Why anatase has its lowest empty level at Γ and its highest filled level near X

1. The ionic picture and what it leaves out

In the simplest picture, TiO₂ consists of Ti⁴⁺ ions with an empty d shell and O²⁻ ions with a filled p shell. Each shell would have a fixed energy, and the gap would be the same at every point of the Brillouin zone. The calculation, LDA with a Hubbard term on the Ti d shell, disagrees. The vertical gap, from the highest filled to the lowest empty level at one point, runs from 3.42 eV at point 1 to 5.09 eV at point 4.

Kohn–Sham levels of anatase TiO₂ (6-atom cell, fixed geometry), computed with GPAW 26.7.0 using LDA+U (U = 5.3 eV on Ti d), without spin polarisation or spin–orbit coupling. Settings are PAW data sets (gpaw-data 1.2.1), a 600 eV plane-wave cutoff, an 8×8×8 k mesh and Fermi–Dirac smearing of 0.01 eV. Energies are relative to the highest filled level on the mesh.

```
point a (reciprocal cell vector)  point b (reciprocal cell vector)  point c (reciprocal cell vector)  level point (row)  level under 4 (eV)  level under 3 (eV)  level under 2 (eV)  level under 1 (eV)  level over 1 (eV)  level over 2 (eV)
                          0.0000                            0.0000                            0.0000                  1              -0.740              -0.740              -0.463              -0.463              2.958              3.849
                          0.1250                           -0.1250                            0.0000                  2              -1.112              -1.039              -0.749              -0.308              3.535              3.912
                          0.2500                           -0.2500                            0.0000                  3              -1.887              -0.949              -0.679              -0.209              3.919              3.931
                          0.2500                           -0.2500                            0.2500                  4              -1.212              -1.197              -0.927              -0.914              4.174              4.401
                          0.3750                           -0.3750                            0.0000                  5              -2.214              -1.251              -0.395               0.000              4.072              4.305
                          0.5000                            0.5000                            0.0000                  6              -2.093              -2.093              -0.011              -0.011              4.302              4.302
                          0.5000                            0.5000                            0.5000                  7              -1.315              -1.315              -0.138              -0.138              3.383              3.383
```

"Level under 1" is the highest filled level at a point and "level under 4" the fourth highest; "level over 1" and "level over 2" are the two lowest empty ones. Energies count from the highest filled level of the whole mesh. Points 1, 2, 3, 5 and 6 lead in equal steps from the zone centre Γ to the boundary point X. Point 7 is Z, the boundary point along the long c axis. Point 4 lies off the Γ–X line, in the direction of an in-plane a axis, so its odd levels are no kink in the bands from Γ to X.

2. Γ: where titanium and oxygen cannot mix

Take x and y along the two short axes of the crystal. In each of these directions an oxygen atom sits almost midway between two Ti atoms. The Ti orbital d_xy points its lobes between the bonds and can meet only one p orbital of that oxygen, the one perpendicular to the plane of its three Ti neighbours. This p orbital is the oxygen's lone pair.

At Γ the orbital has the same sign on every Ti along the row. The left-hand Ti then shows the oxygen a positive lobe above and a negative lobe below, while the right-hand Ti shows the reverse. The two overlaps cancel, and d_xy stays free of this antibonding mixture with oxygen. The orbitals d_xz and d_yz have no such escape, because they also meet an oxygen along c that has no Ti directly opposite. That is why theory assigns the lowest empty level at Γ to d_xy.

On the way from Γ to X the wave changes phase from one Ti to the next along both short axes, and the cancellation fails. A filled and an empty level that mix repel each other, so the oxygen level goes down and the titanium level goes up. At X the lowest empty level lies 1.34 eV above its value at Γ.

3. Counting phases

The argument can be turned into a number for each point. Let p, q and r be the entries "point a", "point b" and "point c", let a be the short edge of the tetragonal cell, and let k_x and k_y be the in-plane wave-vector components. The cell vectors give

k_x a/2 = π(q + r)
k_y a/2 = π(p + r)

Two opposite overlaps with phases −k_x a/2 and +k_x a/2 leave a net coupling proportional to sin(k_x a/2). For weak mixing the energy shift goes with the square of the coupling. The two directions together give the phase count

w = sin²[π(q + r)] + sin²[π(p + r)]

For point 4, q + r = 0 and p + r = 1/2, so w = 0 + 1 = 1. The count is 0 at Γ, 2 at X and again 0 at Z, where Ti atoms one short edge apart are back in step.

The averages of the two empty and of the four filled levels allow a rough comparison, though these levels need not be d_xy and lone pairs at every point. At Γ and Z the empty levels lie lower on average than at all other listed points, and the filled ones lie higher. Leaving out point 4, both averages follow the order of w. The count gives the order but not the sizes: a quarter of the way to X, w has reached only 15 % of its final value, while the lowest empty level has made 43 % of its climb. Closer to X other d orbitals probably take over as the lowest empty levels and flatten the rise.

Repulsion also demands a balance, since mixing within a closed set of orbitals moves energy between levels but keeps their sum. The four oxygen atoms of the cell bring four lone pairs, and the two Ti atoms bring two d_xy orbitals. Over the listed points the sum of the four filled levels and that of the two empty ones each vary by 1.84 eV, but the sum of all six varies by only 0.66 eV. This looks like the expected balance but does not prove it. If other d orbitals take over towards X, the six listed levels are no longer a closed set, and part of the agreement may be chance.

4. Z: in step along the rows, out of step between layers

If only the phase count mattered, Γ and Z would have the same lowest empty level. Z lies 0.43 eV higher, and the difference can be traced to the coupling between the two Ti atoms of the cell, which sit in adjacent layers. At Γ the contributions from the layer above and the layer below add up and split the two d_xy levels. At Z they have opposite phases and cancel, and the crystal symmetry leaves the levels as an equal pair.

This picture allows an estimate without any adjusted constant. If the coupling reaches only to adjacent layers, it moves the two levels at Γ equally far down and up from their common value, and that value is the one found at Z:

E(Z) ≈ (2.958 + 3.849)/2 eV ≈ 3.40 eV

The calculated pair lies at 3.38 eV. The miss of 0.02 eV is small beside the splitting of 0.89 eV at Γ. The estimate takes the second empty level at Γ to be the other d_xy combination; the agreement supports that reading, though an energy alone cannot identify an orbital. In the same picture the coupling between layers also cancels at X, so the lower d_xy level rises on the way to X partly through the loss of this splitting and not only through mixing with oxygen.

5. X: why the filled top does not sink

If mixing pushes filled levels down, the top of the filled bands might be expected at Γ. Yet the highest filled level rises by 0.45 eV from Γ to X, although the average of the four filled levels falls by the same amount. The mean and the top answer different questions.

Two d_xy orbitals can push down at most two combinations of the four lone pairs. At least two others escape this repulsion and can remain at the top. The levels at X would fit such a division, with one filled pair at −0.01 eV and another at −2.09 eV, though the energies do not show which oxygen orbitals form the lower pair. The repulsion by d_xy is not the whole cause, however: at Z, where w is zero, the two filled pairs still stand 1.18 eV apart. Lone pairs on neighbouring oxygen atoms also interact, and the phase between them probably decides how high the free combinations end up.

6. Point 4: four filled levels close together

Points 3 and 4 have the same phase count, w = 1, but their highest filled levels are −0.21 and −0.91 eV. Most of this difference is not a shift of the whole group, since the averages of the four filled levels differ by only 0.13 eV. What differs is the spread. At point 3 the four levels cover 1.68 eV (from −1.887 to −0.209 eV), so one of them reaches far up.

At point 4 the four filled levels lie within 0.30 eV of one another, and none stands out at the top. The two lowest empty levels are also higher on average than at point 3, a difference that the phase count does not explain. Together these changes give the widest vertical gap of the table. A narrow group is not special to this point, since at Γ the four levels lie within 0.28 eV, only higher up. What sets point 4 apart from point 3 is that the phase changes along one short axis and not along both. This probably alters how the lone pairs interact, but the energies alone do not show how.

7. What the gap means in use

In this picture the empty minimum is set by an orbital that escapes mixing at Γ, and the filled maximum by lone-pair combinations that remain high near X. Because the two lie at different points of the zone, the computed gap of 2.96 eV is indirect. Light at this threshold needs help from a lattice vibration to carry an electron across, so absorption starts weakly. Without such help the calculation asks for at least about 3.32 eV, the smallest vertical gap on the full mesh. Both values leave out the attraction between the electron and the hole it leaves behind, which lowers the energy at which real absorption begins.

Point 5 lies only 0.01 eV above X, so the true filled maximum may fall between mesh points and make the indirect gap slightly smaller. LDA alone usually makes gaps too small. The Hubbard term counters this by raising the empty d levels, so the computed gap depends on the chosen strength, here U = 5.3 eV. The levels belong to a fixed cell that is somewhat larger than this method would choose. The phase argument concerns the order of the levels across the zone, and its cancellation at Γ and Z follows from symmetry, whatever the strength of the Hubbard term.
